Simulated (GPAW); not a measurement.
Wanted: an ASE script for a GPAW 26.7.0 run.

```
Task                : single point
Functional          : LDA
Potentials or basis : the program's PAW data sets (release 1.2.1) made for this functional
Cutoff              : 600 eV
Basis               : pw
k mesh              : 7 × 7 × 7
Occupations         : gaussian, width 0.02 eV
Spin                : no spin polarisation
Maxiter             : 150
```

Crystal: Bi.

```
Bi
1.0
     2.26750    1.30914    3.93800
    -2.26750    1.30914    3.93800
     0.00000   -2.61828    3.93800
Bi
2
Cartesian
  0.0000 0.0000 9.0495
  0.0000 0.0000 2.7645
```

The input as run:

run.py

```python
from ase import Atoms
from ase.dft.bandgap import bandgap
from ase.io import write
from ase.units import GPa
from gpaw import GPAW, PW

atoms = Atoms(['Bi', 'Bi'],
              cell=[[2.2675, 1.3091417354, 3.938],
                    [-2.2675, 1.3091417354, 3.938],
                    [0.0, -2.6182834708, 3.938]],
              scaled_positions=[[0.766, 0.766, 0.766],
                                [0.234, 0.234, 0.234]],
              pbc=True)

calc = GPAW(mode=PW(600),
            xc='LDA',
            kpts={'size': (7, 7, 7), 'gamma': True},
            occupations={'name': 'methfessel-paxton', 'order': 0, 'width': 0.02},
            nbands=25,
            convergence={'density': 1e-05, 'energy': 1e-05},
            maxiter=150,
            txt='gpaw.txt')
atoms.calc = calc
energy = atoms.get_potential_energy()
forces = atoms.get_forces()
stress = atoms.get_stress()
calc.write('gs.gpw')
write('result.traj', atoms)
print(f'Energy: {energy:.6f} eV')
print('Forces (eV/A):')
print(forces.round(4))
print('Stress (GPa):', (stress / GPa).round(3))
print('Fermi level:', round(calc.get_fermi_level(), 4), 'eV')
print(f'Gap: {bandgap(calc)[0]:.4f} eV, direct: {bandgap(calc, direct=True)[0]:.4f} eV')
```

Potentials or basis: the program's PAW data sets (release 1.2.1) made for this functional, pw.

Run with:

```console
$ OMP_NUM_THREADS=1 python run.py
```

It gave:

```
Pressure               : -1.7 GPa
Largest force          : 0.033 eV/Å
Band gap on the k mesh : 0.27 eV, indirect (least direct gap 0.53 eV)
```

Caveat: spin-orbit coupling is left out, which as a rule narrows the gap of such compounds by several tenths of an eV; an odd mesh through Γ misses points on the zone boundary, where band edges often lie.

Run time: 38 s on 1 thread of Intel(R) Xeon(R) Platinum 8375C CPU @ 2.90GHz (Ice Lake) (shared host), peak memory 0.2 GiB.
